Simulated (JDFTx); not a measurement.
# BP (F-43m) in JDFTx: tuning davidson-band-ratio

Aim: find the choice of davidson-band-ratio that runs BP fastest, at PBE. This setting moves, with any that are tied to it; all else stays.

Program: JDFTx 1.7.0 (patched build). These are calculated values, not measurements. Logs are shortened: lines on timing, memory, paths and dates and some standing lists are left out, and cuts for length are marked. The log counts tension as positive stress, the text compression.

## 1. The crystal as given

It takes space group F-43m (No. 216, cubic). The conventional cell has a = 4.538 Å, b = 4.538 Å, c = 4.538 Å, α = 90.00°, β = 90.00°, γ = 90.00°. P (site symmetry -43m) has 4 B at 1.97 Å as nearest neighbours. B (site symmetry -43m) is surrounded by 4 P at 1.97 Å.

## 2. With davidson-band-ratio 1

The input, BP.in:

```
lattice \
    0.0000000000     4.2877885768     4.2877885768 \
    4.2877885768     0.0000000000     4.2877885768 \
    4.2877885768     4.2877885768     0.0000000000
coords-type Lattice
ion P      0.7500000000     0.7500000000     0.7500000000 1
ion B      0.0000000000     0.0000000000     0.0000000000 1

ion-species pseudo/P.upf
ion-species pseudo/B.upf
elec-cutoff 38 304
elec-ex-corr gga-PBE
kpoint-folding 10 10 10
elec-smearing Fermi 0.0018374661
elec-n-bands 9
electronic-SCF nIterations 100 energyDiffThreshold 1e-09
electronic-minimize nIterations 30 energyDiffThreshold 1e-7
davidson-band-ratio 1
forces-output-coords Cartesian

dump-name run.$VAR
dump End Ecomponents EigStats BandEigs Kpoints Forces Stress
```

Potentials or basis: PseudoDojo-SR-PBE-0.5-standard with smoothed tails.

On the command line:

```console
jdftx -c 8 -i BP.in -o BP.out
```

Wall time 75 s (8 threads of Arm Neoverse N1, host not shared); peak memory 0.08 GiB.

Results (log left out):

```yaml
Free_energy: -258.0990 eV
Pressure: 1.0 GPa
Band_gap_on_the_k_mesh: 1.25 eV, indirect (least direct gap 3.41 eV)
Loewdin_charges: P +0.71; B -0.66 e
```

## 3. With davidson-band-ratio 1.1

Edit BP.in of step 2 so:

```diff
@@ -17,3 +17,3 @@
 electronic-minimize nIterations 30 energyDiffThreshold 1e-7
-davidson-band-ratio 1
+davidson-band-ratio 1.1
 forces-output-coords Cartesian
```

Potentials or basis: PseudoDojo-SR-PBE-0.5-standard with smoothed tails.

On the command line:

```console
jdftx -c 8 -i BP.in -o BP.out
```

It took 76 s on 8 threads of Arm Neoverse N1, host not shared; peak memory 0.08 GiB.

It converged, with:

- Free energy: -258.0990 eV
- Pressure: 1.0 GPa
- Band gap on the k mesh: 1.25 eV, indirect (least direct gap 3.41 eV)
- Loewdin charges: P +0.71; B -0.66 e

## 4. With davidson-band-ratio 1.3

Edit BP.in of step 3 so:

```diff
@@ -17,3 +17,3 @@
 electronic-minimize nIterations 30 energyDiffThreshold 1e-7
-davidson-band-ratio 1.1
+davidson-band-ratio 1.3
 forces-output-coords Cartesian
```

On the command line:

```console
jdftx -c 8 -i BP.in -o BP.out
```

Run time: 75 s. Hardware: 8 threads of Arm Neoverse N1, host not shared; peak memory 0.08 GiB.

The run converged. Its results:

```
Free energy            : -258.0990 eV
Pressure               : 1.0 GPa
Band gap on the k mesh : 1.25 eV, indirect (least direct gap 3.41 eV)
Loewdin charges        : P +0.71; B -0.66 e
```

## 5. With davidson-band-ratio 1.6

Edit BP.in of step 4 so:

```diff
@@ -17,3 +17,3 @@
 electronic-minimize nIterations 30 energyDiffThreshold 1e-7
-davidson-band-ratio 1.3
+davidson-band-ratio 1.6
 forces-output-coords Cartesian
```

On the command line:

```console
jdftx -c 8 -i BP.in -o BP.out
```

It took 71 s on 8 threads of Arm Neoverse N1, host not shared; peak memory 0.08 GiB.

It converged, with:

```
Free energy            : -258.0990 eV
Pressure               : 1.0 GPa
Band gap on the k mesh : 1.25 eV, indirect (least direct gap 3.41 eV)
Loewdin charges        : P +0.71; B -0.66 e
```

## 6. With davidson-band-ratio 2

Edit BP.in of step 5 so:

```diff
@@ -17,3 +17,3 @@
 electronic-minimize nIterations 30 energyDiffThreshold 1e-7
-davidson-band-ratio 1.6
+davidson-band-ratio 2
 forces-output-coords Cartesian
```

Potentials or basis: PseudoDojo-SR-PBE-0.5-standard with smoothed tails.

On the command line:

```console
jdftx -c 8 -i BP.in -o BP.out
```

What it wrote:

```text
*************** JDFTx 1.7.0 (patched build) ***************

Input parsed successfully to the following command list (including defaults):
[... the input with its defaults ...]

---------- Setting up symmetries ----------

Found 48 point-group symmetries of the bravais lattice
Found 24 space-group symmetries with basis
Applied RMS atom displacement 0 bohrs to make symmetries exact.

---------- Initializing the Grid ----------
R =
[            0      4.28779      4.28779  ]
[      4.28779            0      4.28779  ]
[      4.28779      4.28779            0  ]
unit cell volume = 157.663
G =
[  -0.732684   0.732684   0.732684  ]
[   0.732684  -0.732684   0.732684  ]
[   0.732684   0.732684  -0.732684  ]
Minimum fftbox size, Smin = [  48  48  48  ]
Chosen fftbox size, S = [  48  48  48  ]

---------- Initializing tighter grid for wavefunction operations ----------
R =
[            0      4.28779      4.28779  ]
[      4.28779            0      4.28779  ]
[      4.28779      4.28779            0  ]
unit cell volume = 157.663
G =
[  -0.732684   0.732684   0.732684  ]
[   0.732684  -0.732684   0.732684  ]
[   0.732684   0.732684  -0.732684  ]
Minimum fftbox size, Smin = [  36  36  36  ]
Chosen fftbox size, S = [  36  36  36  ]

---------- Exchange Correlation functional ----------
Initalized PBE GGA exchange.
Initalized PBE GGA correlation.

---------- Setting up pseudopotentials ----------
Width of ionic core gaussian charges (only for fluid interactions / plotting) set to 0

Reading pseudopotential file 'pseudo/P.upf':
  'P' pseudopotential, 'PBE' functional
  Generated using ONCVPSP code by D. R. Hamann
  5 valence electrons, 2 orbitals, 6 projectors, 1001 radial grid points, with lMax = 2
    3S    l: 0   occupation:  2.0   eigenvalue: -0.513364
    3P    l: 1   occupation:  3.0   eigenvalue: -0.202372
  Core radius for overlap checks: 1.66 bohrs.

Reading pseudopotential file 'pseudo/B.upf':
  'B' pseudopotential, 'PBE' functional
  Generated using ONCVPSP code by D. R. Hamann
  3 valence electrons, 2 orbitals, 4 projectors, 1001 radial grid points, with lMax = 1
    2S    l: 0   occupation:  2.0   eigenvalue: -0.347027
    2P    l: 1   occupation:  1.0   eigenvalue: -0.132548
  Core radius for overlap checks: 1.18 bohrs.

Initialized 2 species with 2 total atoms.

Folded 1 k-points by 10x10x10 to 1000 k-points.

---------- Setting up k-points, bands, fillings ----------
Adding inversion symmetry to k-mesh for non-inversion-symmetric unit cell.
Reduced to 47 k-points under symmetry.
Computing the number of bands and number of electrons
Calculating initial fillings.
nElectrons:   8.000000   nBands: 9   nStates: 47

----- Setting up reduced wavefunction bases (one per k-point) -----
average nbasis = 1764.131 , ideal nbasis = 1764.004

---------- Setting up ewald sum ----------
Optimum gaussian width for ewald sums = 1.947439 bohr.
Real space sum over 1331 unit cells with max indices [  5  5  5  ]
Reciprocal space sum over 2197 terms with max indices [  6  6  6  ]

---------- Allocating electronic variables ----------
Initializing wave functions:  linear combination of atomic orbitals
Note: number of bands (9) exceeds available atomic orbitals (8)
P pseudo-atom occupations:   s ( 2 )  p ( 3 )
B pseudo-atom occupations:   s ( 2 )  p ( 1 )
	FillingsUpdate:  mu: +0.396232400  nElectrons: 8.000000
LCAOMinimize: Iter:   0  F: -9.4038757713715029  |grad|_K:  4.068e-03  alpha:  1.000e+00
	FillingsUpdate:  mu: +0.392014421  nElectrons: 8.000000
LCAOMinimize: Iter:   1  F: -9.4179155632795606  |grad|_K:  1.630e-04  alpha:  4.628e-01  linmin:  5.169e-01  cgtest: -6.487e-01
	FillingsUpdate:  mu: +0.391765175  nElectrons: 8.000000
[... 6 lines of inner loops ...]
LCAOMinimize: Iter:   4  F: -9.4179516420885587  |grad|_K:  3.142e-08  alpha:  9.510e-01  linmin: -2.588e-04  cgtest:  6.521e-04
	FillingsUpdate:  mu: +0.391907416  nElectrons: 8.000000
LCAOMinimize: Iter:   5  F: -9.4179516420895961  |grad|_K:  1.011e-08  alpha:  5.615e-01  linmin: -1.247e-02  cgtest:  1.976e-02
LCAOMinimize: Converged (|Delta F|<1.000000e-06 for 2 iters).

-------- Electronic minimization -----------
Will mix electronic density at each iteration.
	FillingsUpdate:  mu: +0.391907416  nElectrons: 8.000000
	FillingsUpdate:  mu: +0.351448670  nElectrons: 8.000000
SCF: Cycle:  0   F: -9.483193925391474   dF: -6.524e-02   |Residual|: 6.876e-02   |deigs|: 1.930e-01
	FillingsUpdate:  mu: +0.355876939  nElectrons: 8.000000
SCF: Cycle:  1   F: -9.484715709360721   dF: -1.522e-03   |Residual|: 3.413e-02   |deigs|: 9.311e-03
	FillingsUpdate:  mu: +0.361112837  nElectrons: 8.000000
SCF: Cycle:  2   F: -9.484952666895937   dF: -2.370e-04   |Residual|: 4.116e-03   |deigs|: 5.122e-03
	FillingsUpdate:  mu: +0.361701384  nElectrons: 8.000000
SCF: Cycle:  3   F: -9.484960962839645   dF: -8.296e-06   |Residual|: 1.351e-03   |deigs|: 5.833e-04
	FillingsUpdate:  mu: +0.361761576  nElectrons: 8.000000
SCF: Cycle:  4   F: -9.484961489736291   dF: -5.269e-07   |Residual|: 6.978e-04   |deigs|: 6.016e-05
	FillingsUpdate:  mu: +0.361885124  nElectrons: 8.000000
SCF: Cycle:  5   F: -9.484961753447420   dF: -2.637e-07   |Residual|: 8.654e-05   |deigs|: 1.096e-04
	FillingsUpdate:  mu: +0.361885737  nElectrons: 8.000000
SCF: Cycle:  6   F: -9.484961762741909   dF: -9.294e-09   |Residual|: 3.019e-05   |deigs|: 3.291e-05
	FillingsUpdate:  mu: +0.361889693  nElectrons: 8.000000
SCF: Cycle:  7   F: -9.484961764873113   dF: -2.131e-09   |Residual|: 5.449e-06   |deigs|: 3.110e-05
	FillingsUpdate:  mu: +0.361890105  nElectrons: 8.000000
SCF: Cycle:  8   F: -9.484961765363412   dF: -4.903e-10   |Residual|: 2.240e-06   |deigs|: 5.401e-04
	FillingsUpdate:  mu: +0.361889922  nElectrons: 8.000000
SCF: Cycle:  9   F: -9.484961765508610   dF: -1.452e-10   |Residual|: 7.833e-07   |deigs|: 7.479e-05
SCF: Converged (|Delta E|<1.000000e-09 for 2 iters).

Setting wave functions to eigenvectors of Hamiltonian

# Stress tensor in Cartesian coordinates [Eh/a0^3]:
[  -3.3648e-05            0            0  ]
[            0  -3.3648e-05            0  ]
[            0            0  -3.3648e-05  ]

# Ionic positions in lattice coordinates:
ion P   0.750000000000000   0.750000000000000   0.750000000000000 1
ion B   0.000000000000000   0.000000000000000   0.000000000000000 1

# Forces in Cartesian coordinates:
force P   0.000000000000000  -0.000000000000000   0.000000000000000 1
force B  -0.000000000000000   0.000000000000000   0.000000000000000 1

# Energy components:
   Eewald =      -10.4916197707563548
       EH =        0.6306489166307887
     Eloc =       -2.3879101216517524
      Enl =        1.0304657565473414
      Exc =       -3.3221829994548169
 Exc_core =        0.4118758285123569
       KE =        4.6437606263175120
-------------------------------------
     Etot =       -9.4849617638549244
       TS =        0.0000000016536854
-------------------------------------
        F =       -9.4849617655086096

IonicMinimize: Iter:   0  F: -9.484961765508610  |grad|_K:  1.958e-35
IonicMinimize: Converged (|grad|_K<1.000000e-04).

#--- Lowdin population analysis ---
# oxidation-state P +0.715
# oxidation-state B -0.658

Dumping 'run.eigStats' ...
	eMin: -0.228521 at state 0 ( [ +0.000000 +0.000000 +0.000000 ] spin 0 )
	HOMO: +0.339568 at state 0 ( [ +0.000000 +0.000000 +0.000000 ] spin 0 )
	mu  : +0.361890
	LUMO: +0.385566 at state 27 ( [ +0.000000 +0.400000 +0.400000 ] spin 0 )
	eMax: +0.898502 at state 30 ( [ +0.000000 +0.500000 +0.500000 ] spin 0 )
	HOMO-LUMO gap: +0.045999
	Optical gap  : +0.125214 at state 0 ( [ +0.000000 +0.000000 +0.000000 ] spin 0 )
Done!
[note: mu as printed may lie anywhere between the filled and the empty levels]
```

Run time: 61 s. Hardware: 8 threads of Arm Neoverse N1, host not shared; peak memory 0.08 GiB.

What came out:

```yaml
Free_energy: -258.0990 eV
Pressure: 1.0 GPa
Band_gap_on_the_k_mesh: 1.25 eV, indirect (least direct gap 3.41 eV)
Loewdin_charges: P +0.71; B -0.66 e
```

## 7. The series at a glance

| davidson-band-ratio | energy less the last converged row (meV/atom) | SCF cycles | wall time (s) | peak memory (GiB) |
| --- | --- | --- | --- | --- |
| 1 | 0.00 | 13 | 75 | 0.08 |
| 1.1 | 0.00 | 13 | 76 | 0.08 |
| 1.3 | 0.00 | 13 | 75 | 0.08 |
| 1.6 | 0.00 | 12 | 71 | 0.08 |
| 2 | 0.00 | 10 | 61 | 0.08 |

Fastest here: 2 (61 s), level within noise with 1.6; slowest of those that converged: 1.1 (76 s). These are single runs, one after another on one machine, so differences under about a fifth mean little.
